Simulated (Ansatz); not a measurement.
# Ba in Ansatz: the effect of functional

The system is Ba.

```
CELL_PARAMETERS angstrom
-2.45533 2.45533 2.45533
2.45533 -2.45533 2.45533
2.45533 2.45533 -2.45533
ATOMIC_POSITIONS crystal
Ba 0.00000 0.00000 0.00000
```

The cell isn't the ideal one: volume scaled by 0.94.

Alike in all runs:

```yaml
Program: Ansatz 0.2.0
Task: single point
Potentials_or_basis: Ansatz PAW
k_mesh: 8 × 8 × 8
Occupations: fermi-dirac, width 0.05 eV
Spin: no spin polarisation
```

```tsv
functional	cutoff	pressure (GPa)
LDA	420 eV (not typed: the program's choice for these potentials)	?
r2SCAN	500 eV (not typed: the program's choice for these potentials)	0.9
PBE	420 eV (not typed: the program's choice for these potentials)	0.6
```

Q: What does the run with functional LDA give?

A: Pressure -0.9 GPa.

Caveats: the PAW data sets come from PBE, with cores solved anew for the run's functional, which leaves a small shift of forces and pressure (some runs).
